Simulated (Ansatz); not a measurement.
## A small benchmark: atomisation enthalpy at 298 K

10 molecules with nitrogen; the atomisation enthalpy at 298 K in kJ/mol, computed less measured. Shapes, held fixed at every level: PBE0-D4/def2-TZVP. Flexible molecules stand in one conformer, not always the lowest. Thermal terms are harmonic and unscaled (PBE0-D4/def2-TZVP); the spin-orbit lowering of the free atoms is taken from their spectra. Programs: Ansatz 0.2.0. Measured values: Active Thermochemical Tables, CRC Handbook of Chemistry and Physics.

Levels: A = SPW92/def2-TZVPP; B = wB97X-V/def2-TZVPP; C = CCSD(T)/def2-TZVPP; D = CCSD/def2-TZVPP.

```csv
molecule,from tabulated heats,A,B,C,D
N2O (nitrous oxide),1112,+381,+17,-73,-144
HOCN (cyanic acid),1671,+354,-2,-70,-121
H3NO (hydroxylamine),1419,+293,+5,-58,-89
CH4N2O (urea),3029,+579,+11,-126,-190
C4H5N (pyrrole),4322,+741,+7,-136,-223
"C2H8N2 (1,2-dimethylhydrazine)",4030,+650,+14,-133,-193
C3H7NO (propionamide),4657,+757,+10,-138,-215
C4H7N (butyronitrile),4832,+699,-1,-131,-207
C3H9N (SMILES CC(C)N),4669,+659,+6,-116,-173
C4H9N (pyrrolidine),5306,+799,+13,-140,-215
```

Which level does best on this set, which worst, and which err to one side?


| level | kind | mean error | mean absolute error | worst case |
| --- | --- | --- | --- | --- |
| SPW92/def2-TZVPP | LDA | +591.2 | 591.2 | C4H9N |
| wB97X-V/def2-TZVPP | range-separated hybrid | +8.0 | 8.6 | N2O |
| CCSD(T)/def2-TZVPP | coupled cluster or CI | -112.1 | 112.1 | C4H9N |
| CCSD/def2-TZVPP | coupled cluster or CI | -177.0 | 177.0 | C4H5N |

On this set wB97X-V/def2-TZVPP has the smallest mean absolute error and SPW92/def2-TZVPP the largest. SPW92/def2-TZVPP is too high in 10 of 10; wB97X-V/def2-TZVPP is too high in 8 of 10; CCSD(T)/def2-TZVPP is too low in 10 of 10; CCSD/def2-TZVPP is too low in 10 of 10. The tabulated value of CH4N2O is in doubt (older tables, estimates, or at odds with other calculations) and kept here. Over the 9 molecules whose values aren't doubted the mean absolute errors are A 592.6; B 8.3; C 110.6; D 175.6. For SPW92/def2-TZVPP the error grows with the size of the molecule. Correlated wave functions converge slowly with the basis. CCSD also lacks the triples, which bind further. The set is small.
